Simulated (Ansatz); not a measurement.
# B (Pm-3m) in Ansatz: notebook

The runs below take B through relaxation of cell and atoms, single point, with PBEsol, PBEsol+D3(BJ), PBEsol+D4, PBE.

All numbers are computed with Ansatz 0.2.0; they aren't measurements. Logs are shortened: lines on timing, memory, paths and dates and some standing lists are left out, and cuts for length are marked.

### 1 The structure

The structure is cubic, space group Pm-3m (No. 221). The conventional cell has a = 1.885 Å, b = 1.885 Å, c = 1.885 Å, α = 90.00°, β = 90.00°, γ = 90.00°. Around B (site symmetry m-3m) lie 6 B at 1.89 Å.

The cell was built by a generator and needn't be a form met in nature.

### 2 Relaxation of cell and atoms, PBEsol

File input.yaml:

```yaml
crystal:
  lattice:
    - [1.88524, 0.0, 0.0]
    - [0.0, 1.88524, 0.0]
    - [0.0, 0.0, 1.88524]
  atoms:
    - { symbol: B, position: [0.5, 0.5, 0.5] }
hamiltonian:
  xc: pbesol
  pseudopotentials: { kind: paw }
kpoints:
  mp_grid: { grid: [14, 14, 14] }
scf:
  occupations: { method: fermi_dirac, width: 0.05 }
output:
  forces: true
  stress: true
  eigenvalues: true
relax:
  f_tol: 0.01
  max_steps: 40
  cell: { stress_tol: 0.05 }
```

Potentials or basis: Ansatz PAW.

Launch:

```sh
> ansatz run input.yaml --threads 2 --pin off --max-ram 5632MiB --backend cpu --events-out ev --progress --plain --runs-dir out
```

What it wrote:

```text
Warning: RAYON_NUM_THREADS=2 ignored (pool sized by the plan → 2); use --threads N
Engine: ansatz 0.2.0, aarch64-unknown-linux-gnu
Pseudopotentials: kind: paw
Pseudopotential: B, paw, valence charge 3, recommended cutoff 420 eV (normal), B.paw.azcp
Functional definition: PBEsol
  exchange = pbesol_x
  correlation = pbesol_c
Crystal: 1 atoms, lattice volume = 6.700 Å³
Basis set: ecut = 420 eV, 123 PW (Γ), exchange–correlation on 30×30×30 points (8 copies of the dense FFT grid, shifted against one another)
Bands: 6, of which v1, the nominal top of the filled ones, is band 2 counted from 1 (1 counted from 0)
Symmetry: 48 space group operations
Space group: Pm-3m (ITA 221), of the structure as read, at distance tolerance 1.9e-5 Å
k-points: 120 of 2744
Non-local potential: B, projectors of the file, l = 0: 2, l = 1: 2, l = 2: 1
PAW form: soft (Blöchl's): semilocal exchange-correlation on the pseudo side does not see the compensation charge
PAW frozen core: B, regenerated for the run's functional, and the local potential with it (the file was generated under x = pbe(κ = 0.804, μ = 0.2195149727645171), c = pbe(β = 0.06672455060314922))
PAW one-centre angular grid: B, 110 points (default); XC on 64 Gauss nodes
Initial density: superposition of atomic densities (neutral atoms: chi_scale 0, normalization atom), corrected by the library's trained network
Initial wavefunctions: pseudopotential atomic-orbital guess
Functional: x = pbesol(κ = 0.804, μ = 0.12345679012345678), c = pbesol(β = 0.046)
SCF iter   1: F=—  HF=-151.601953 eV  |F-HF|=—  |Δ(HF+E_count)|=         —  Δρ=3.28e-3  dr2=3.07e-4  ethr=1.77e-3  ⟨swp⟩=4.4  Hψ=5381  notcnv=0
preconditioner: auto → none  [metal: Δε(μ)=0.094 eV  Ē_g=23.062 eV  σ=0.050 eV  W_gap=0.43  n_scr=0 (ndim 8)  ℏωp=24.8 eV  f_vac=0.000  D(μ)=0.58/eV (n_scr^D=6)]
SCF iter   2: F=—  HF=-151.601845 eV  |F-HF|=—  |Δ(HF+E_count)|=   1.07e-4  Δρ=1.62e-3  dr2=7.33e-5  ethr=1.02e-5  ⟨swp⟩=1.0  Hψ=1680  notcnv=0
SCF iter   3: F=—  HF=-151.601840 eV  |F-HF|=—  |Δ(HF+E_count)|=   5.52e-6  Δρ=1.42e-4  dr2=1.08e-6  ethr=2.44e-6  ⟨swp⟩=1.9  Hψ=904  notcnv=0
SCF iter   4: F=—  HF=-151.601839 eV  |F-HF|=—  |Δ(HF+E_count)|=   3.72e-7  Δρ=5.05e-5  dr2=1.29e-7  ethr=3.60e-8  ⟨swp⟩=1.0  Hψ=753  notcnv=0
iter 5 did not close the SCF: its close was put off for the readings that it lacked (scf_convergence_deferred on its scf_iter line)
SCF iter   5: F=-151.601839 eV  HF=-151.601839 eV  |F-HF|=4.83e-10  |Δ(HF+E_count)|=   2.96e-8  Δρ=5.12e-6  dr2=1.39e-9  ethr=4.30e-9  ⟨swp⟩=1.5  Hψ=823  notcnv=0
SCF iter   6: F=-151.601839 eV  HF=-151.601839 eV  |F-HF|=8.70e-12  |Δ(HF+E_count)|=  4.69e-10  Δρ=6.14e-7  dr2=2.03e-11  ethr=4.63e-11  ⟨swp⟩=2.3  Hψ=2457  notcnv=0
SCF 1 converged in 6 iterations: F = -151.601839 eV  dr2 = 2.03e-11
relax step   1: F+E_penalty+E_count = -151.60183931 eV  Δ(F+E_penalty+E_count) = +0.000e0 eV  max|allowed force component| = 0.000e0 eV/Å  Δτ_max = 0.0000 Å  P = -2.557 GPa  Ω = 6.700 Å³  (6 SCF iters, dr2 threshold 1.00e-7 eV, accepted)
Crystal: 1 atoms, lattice volume = 6.660 Å³
[... 15 lines left out ...]
SCF iter   3: F=-151.602533 eV  HF=-151.602533 eV  |F-HF|=7.08e-11  |Δ(HF+E_count)|=   3.59e-7  Δρ=7.24e-6  dr2=1.18e-9  ethr=3.33e-9  ⟨swp⟩=2.9  Hψ=2150  notcnv=0
SCF 3 converged in 3 iterations: F = -151.602533 eV  dr2 = 1.18e-9
relax step   3: F+E_penalty+E_count = -151.60253280 eV  Δ(F+E_penalty+E_count) = -1.623e-4 eV  max|allowed force component| = 0.000e0 eV/Å  Δτ_max = 0.0000 Å  P = +0.016 GPa  Ω = 6.628 Å³  energy of the carried Pulay correction = +1.185e-4 eV  (3 SCF iters, dr2 threshold 1.00e-7 eV, accepted)
Initial wavefunctions: pseudopotential atomic-orbital guess (no wavefunctions were taken with the density)
iter 1 solved again at ethr=4.48e-8 eV; its pass at ethr=3.10e-3 eV (dr2=1.35e-6 eV) is discarded
SCF iter   1: F=—  HF=-151.602433 eV  |F-HF|=—  |Δ(HF+E_count)|=         —  Δρ=2.51e-5  dr2=5.37e-9  ethr=4.48e-8  ⟨swp⟩=2.0  Hψ=7353  notcnv=0
SCF iter   2: F=—  HF=-151.602432 eV  |F-HF|=—  |Δ(HF+E_count)|=   1.64e-6  Δρ=1.26e-5  dr2=1.31e-9  ethr=1.79e-10  ⟨swp⟩=1.6  Hψ=810  notcnv=0
SCF iter   3: F=-151.602432 eV  HF=-151.602432 eV  |F-HF|=6.25e-13  |Δ(HF+E_count)|=   2.29e-9  Δρ=2.19e-7  dr2=4.71e-13  ethr=1.00e-12  ⟨swp⟩=3.8  Hψ=2332  notcnv=0
SCF 4 converged in 3 iterations: F = -151.602432 eV  dr2 = 4.71e-13
relax step   4: F+E_penalty+E_count = -151.60243175 eV  Δ(F+E_penalty+E_count) = +1.010e-4 eV  max|allowed force component| = 0.000e0 eV/Å  Δτ_max = 0.0000 Å  P = +0.002 GPa  Ω = 6.628 Å³  stress off target by 1.84e-3 GPa  SCF on the basis re-selected at this cell (its energy is not comparable with the rows above)  (3 SCF iters)
basis re-selected at this cell: Δ(F+E_penalty+E_count) = +1.010e-4 eV, ΔP = -0.014 GPa vs the last step (what re-selecting the basis moved, of the pressure what is left beyond the Pulay correction that the steps carried, after the strain that the cell walked since its last selection, with what the two solves' SCF thresholds leave and, on support functions, any second-order correction that the steps lacked; it is no measure of the basis error at this ecutwfc). This SCF's stress stands 1.84e-3 GPa from its target on what of the cell is left free (relax.cell.stress_tol is 5.00e-2 GPa) and its largest allowed force component is 0.00e0 eV/Å (relax.f_tol is 1.00e-2 eV/Å): within both
SCF converged after 3 iterations
Free energy (F): -151.602432 eV
Harris-Foulkes:  -151.602432 eV  (|F-HF|=6.25e-13)
Internal energy: -151.597810 eV  (E = F + TS)
E sigma→0 (E₀):  -151.600121 eV
Entropy (-TS):   -0.004622 eV (-4.622 meV/atom)
Fermi energy:    10.527488 eV
--- Per-component energies (eV) ---
  E_band       = 13.933749
  E_kinetic    = 46.965700
  E_local      = -6.827888  (includes V_loc(G=0)·N_el)
  E_nonlocal   = 12.283552
  E_hartree    = 0.961572
  E_xc         = -31.765968
  E_vxc        = -37.828196  (∫ρ·V_xc dr)
  E_paw        = -75.356096  (= ΣΔE_a)
  E_vpaw       = -2.582560  (= ΣTr[D̂ρ^β])
  E_aug_tail   = -0.000003  (compensation charges beyond the density's cutoff)
  E_ewald      = -97.873388
  E_core_change = 0.014711  (= ΣΔE_core)
  E_smearing   = -0.004622  (= −TS)
  E_closure    = 0.000000  (closes the sum)
  Σ components = -151.602432   (vs F -151.602432, Δ=0.00e0)
--- Forces (eV/Å), atoms counted from 1 ---
  atom   1  B      0.00000000     0.00000000     0.00000000
  max |Σ_I F_I| component: 1.64e-31 eV/Å
--- Stress (GPa, compression-positive) ---
        0.001836      -0.000000       0.000000
       -0.000000       0.001836       0.000000
        0.000000       0.000000       0.001836
  P = ⅓ Tr σ = 0.0018 GPa (0.018 kbar)
--- Band table (eV; the first three rows and the last of 120) ---
  k-point 0: bands = ["-5.3142", "24.2896", "24.2896", "24.2896", "34.7266", "34.7266"]
  k-point 1: bands = ["-5.1398", "22.5719", "24.4365", "24.4365", "34.9300", "36.6300"]
  k-point 2: bands = ["-4.6172", "19.1917", "24.8652", "24.8652", "35.5358", "40.3134"]
  k-point 119: bands = ["14.0257", "14.0257", "14.0257", "27.1696", "27.1696", "27.1696"]
--- Relaxed structure (3 steps of the walk, 3 accepted, 1 SCFs on fresh bases) ---
  F+E_penalty+E_count = -151.60243175 eV   max|allowed force component| = 0.000e0 eV/Å   (the final SCF, on the basis selected at the relaxed cell)
  cell:  # Å, volume = 6.6285 Å³
    - [1.8784712891713136, -4.1728482128390106e-33, 6.419766481290786e-35]
    - [-4.1728482128390106e-33, 1.8784712891713136, 0.0]
    - [6.419766481290786e-35, 0.0, 1.8784712891713136]
  atoms:
    - { symbol: B, position: [0.5, 0.5, 0.5] }
```

Wall time 1.2 s (2 threads of Arm Neoverse V2, shared host); peak memory 0.25 GiB.

What came out:

```yaml
Free_energy: -151.6024 eV
Relaxed_volume: 6.63 Å³/atom
Relaxed_cell: a = 1.878 Å, b = 1.878 Å, c = 1.878 Å, α = 90.00°, β = 90.00°, γ = 90.00°
Space_group_after_relaxing_to_0.05_Å: Pm-3m (No. 221)
Energy_gained_by_relaxing: 0.6 meV/atom
Ionic_steps: 4
Pressure_after_relaxing: 0.0 GPa
Band_gap_on_the_k_mesh: none (metal or under the smearing width)
```

The path:
```tsv
step	energy change (eV)	largest force (eV/Å)	volume (Å³)
1	0.0000	0.0000	6.70
2	-0.0005	0.0000	6.66
3	-0.0007	0.0000	6.63
4	-0.0006	0.0000	6.63
```

Final structure:
```
B
1.0
     1.87847    0.00000    0.00000
     0.00000    1.87847    0.00000
     0.00000    0.00000    1.87847
B
1
Direct
  0.50000 0.50000 0.50000
```

Levels at points of the mesh, in eV from the Fermi level:
```tsv
k point	band 1	band 2	band 3	band 4	band 5	band 6
(0.00, 0.00, 0.00)	-15.84	13.76	13.76	13.76	24.20	24.20
(0.00, 0.00, -0.50)	-8.31	-6.15	17.69	17.69	30.09	31.54
(0.00, -0.50, -0.50)	-1.94	-1.94	4.49	8.11	20.89	40.57
(-0.50, -0.50, -0.50)	3.50	3.50	3.50	16.64	16.64	16.64
```

Caveat: the plane-wave basis is chosen anew once the cell has moved, so the energies of steps on either side of that aren't comparable; the PAW data sets come from PBE, with cores solved anew for the run's functional, which leaves a small shift of forces and pressure.

### 3 Relaxation of cell and atoms, PBEsol+D3(BJ)

Edit input.yaml of step 2 so:

```diff
@@ -10,2 +10,3 @@
   pseudopotentials: { kind: paw }
+  dispersion: d3bj
 kpoints:
```

Potentials or basis: Ansatz PAW.

Launch:

```sh
> ansatz run input.yaml --threads 2 --pin off --max-ram 5632MiB --backend cpu --events-out ev --progress --plain --runs-dir out
```

It took 1.5 s on 2 threads of Arm Neoverse V2, shared host; peak memory 0.25 GiB.

It converged, with:

```
Free energy                            : -151.7703 eV
Relaxed volume                         : 6.52 Å³/atom
Relaxed cell                           : a = 1.868 Å, b = 1.868 Å, c = 1.868 Å, α = 90.00°, β = 90.00°, γ = 90.00°
Space group after relaxing (to 0.05 Å) : Pm-3m (No. 221)
Energy gained by relaxing              : 3.8 meV/atom
Ionic steps                            : 5
Pressure after relaxing                : 0.0 GPa
Band gap on the k mesh                 : none (metal or under the smearing width)
```

The path:
```
step  energy change (eV)  largest force (eV/Å)  volume (Å³)
   1              0.0000                0.0000         6.70
   2             -0.0032                0.0000         6.60
   3             -0.0041                0.0000         6.52
   4             -0.0041                0.0000         6.52
   5             -0.0038                0.0000         6.52
```

Final structure:
```yaml
crystal:
  lattice:
    - [1.86804, 0.00000, 0.00000]
    - [0.00000, 1.86804, 0.00000]
    - [0.00000, 0.00000, 1.86804]
  atoms:
    - { symbol: B, position: [0.50000, 0.50000, 0.50000] }
```

Levels at points of the mesh, in eV from the Fermi level:
| k point | band 1 | band 2 | band 3 | band 4 | band 5 | band 6 |
| --- | --- | --- | --- | --- | --- | --- |
| (0.00, 0.00, 0.00) | -16.00 | 13.95 | 13.95 | 13.95 | 24.41 | 24.41 |
| (0.00, 0.00, -0.50) | -8.44 | -6.16 | 17.95 | 17.95 | 30.42 | 31.85 |
| (0.00, -0.50, -0.50) | -1.97 | -1.97 | 4.66 | 8.12 | 21.21 | 41.01 |
| (-0.50, -0.50, -0.50) | 3.55 | 3.55 | 3.55 | 16.76 | 16.76 | 16.76 |

Caveat: the plane-wave basis is chosen anew once the cell has moved, so the energies of steps on either side of that aren't comparable; pairwise dispersion overbinds metals, which lowers pressure and volume; the PAW data sets come from PBE, with cores solved anew for the run's functional, which leaves a small shift of forces and pressure.

### 4 Relaxation of cell and atoms, PBEsol+D4

Edit input.yaml of step 3 so:

```diff
@@ -10,3 +10,3 @@
   pseudopotentials: { kind: paw }
-  dispersion: d3bj
+  dispersion: d4
 kpoints:
```

Launch:

```sh
> ansatz run input.yaml --threads 2 --pin off --max-ram 5632MiB --backend cpu --events-out ev --progress --plain --runs-dir out
```

It took 3.9 s on 2 threads of Arm Neoverse V2, shared host; peak memory 0.25 GiB.

The run converged. Its results:

- Free energy: -151.7426 eV
- Relaxed volume: 6.55 Å³/atom
- Relaxed cell: a = 1.871 Å, b = 1.871 Å, c = 1.871 Å, α = 90.00°, β = 90.00°, γ = 90.00°
- Space group after relaxing (to 0.05 Å): Pm-3m (No. 221)
- Energy gained by relaxing: 2.7 meV/atom
- Ionic steps: 5
- Pressure after relaxing: 0.0 GPa
- Band gap on the k mesh: none (metal or under the smearing width)

The path:
| step | energy change (eV) | largest force (eV/Å) | volume (Å³) |
| --- | --- | --- | --- |
| 1 | 0.0000 | 0.0000 | 6.70 |
| 2 | -0.0023 | 0.0000 | 6.61 |
| 3 | -0.0030 | 0.0000 | 6.54 |
| 4 | -0.0030 | 0.0000 | 6.55 |
| 5 | -0.0027 | 0.0000 | 6.55 |

Final structure:
```
B
1.0
     1.87069    0.00000    0.00000
     0.00000    1.87069    0.00000
     0.00000    0.00000    1.87069
B
1
Direct
  0.50000 0.50000 0.50000
```

Levels at points of the mesh, in eV from the Fermi level:
| k point | band 1 | band 2 | band 3 | band 4 | band 5 |
| --- | --- | --- | --- | --- | --- |
| (0.00, 0.00, 0.00) | -15.96 | 13.90 | 13.90 | 13.90 | 24.36 |
| (0.00, 0.00, -0.50) | -8.40 | -6.16 | 17.88 | 17.88 | 30.34 |
| (0.00, -0.50, -0.50) | -1.96 | -1.96 | 4.62 | 8.12 | 21.13 |
| (-0.50, -0.50, -0.50) | 3.54 | 3.54 | 3.54 | 16.73 | 16.73 |

Caveat: the plane-wave basis is chosen anew once the cell has moved, so the energies of steps on either side of that aren't comparable; pairwise dispersion overbinds metals, which lowers pressure and volume; the PAW data sets come from PBE, with cores solved anew for the run's functional, which leaves a small shift of forces and pressure.

### 5 Single point, PBE

File input.yaml:

```yaml
crystal:
  lattice:
    - [1.88524, 0.0, 0.0]
    - [0.0, 1.88524, 0.0]
    - [0.0, 0.0, 1.88524]
  atoms:
    - { symbol: B, position: [0.5, 0.5, 0.5] }
hamiltonian:
  xc: pbe
  pseudopotentials: { kind: paw }
kpoints:
  mp_grid: { grid: [14, 14, 14] }
scf:
  occupations: { method: gaussian, width: 0.011 }
output:
  forces: true
  stress: true
  eigenvalues: true
  write_density: true
  write_potential: true
  elf: true
  volumetric_format: npy
```

Launch:

```sh
> ansatz run input.yaml --threads 2 --pin off --max-ram 5632MiB --backend cpu --events-out ev --progress --plain --runs-dir out
```

It took 0.42 s on 2 threads of Arm Neoverse V2, shared host; peak memory 0.24 GiB.

Results (log left out):

* Free energy: -154.8095 eV
* Pressure: 0.3 GPa
* Band gap on the k mesh: none (metal or under the smearing width)

Levels at points of the mesh, in eV from the Fermi level:
| k point | band 1 | band 2 | band 3 | band 4 | band 5 |
| --- | --- | --- | --- | --- | --- |
| (0.00, 0.00, 0.00) | -15.76 | 13.61 | 13.61 | 13.61 | 24.04 |
| (0.00, 0.00, -0.50) | -8.21 | -6.20 | 17.48 | 17.48 | 29.97 |
| (0.00, -0.50, -0.50) | -1.94 | -1.94 | 4.30 | 8.18 | 20.64 |
| (-0.50, -0.50, -0.50) | 3.42 | 3.42 | 3.42 | 16.59 | 16.59 |

### 6 Summary

```csv
task,level,cell,smearing,gap on the mesh (eV),pressure (GPa),relaxed volume (Å³/atom)
relaxation of cell and atoms,PBEsol,relaxed,fermi-dirac 0.05 eV,none,0.0,6.63
relaxation of cell and atoms,PBEsol+D3(BJ),relaxed,fermi-dirac 0.05 eV,none,0.0,6.52
relaxation of cell and atoms,PBEsol+D4,relaxed,fermi-dirac 0.05 eV,none,0.0,6.55
single point,PBE,as given,gaussian 0.011 eV,none,0.3,-
```

Alike in all rows: potentials or basis Ansatz PAW; no spin polarisation; k mesh 14 × 14 × 14; cutoff (eV) 420.

Caveats: the plane-wave basis is chosen anew once the cell has moved, so the energies of steps on either side of that aren't comparable (some runs); the PAW data sets come from PBE, with cores solved anew for the run's functional, which leaves a small shift of forces and pressure (some runs); pairwise dispersion overbinds metals, which lowers pressure and volume (some runs).

Total energies depend on the potentials used, so only differences within one code and one set of settings carry meaning.
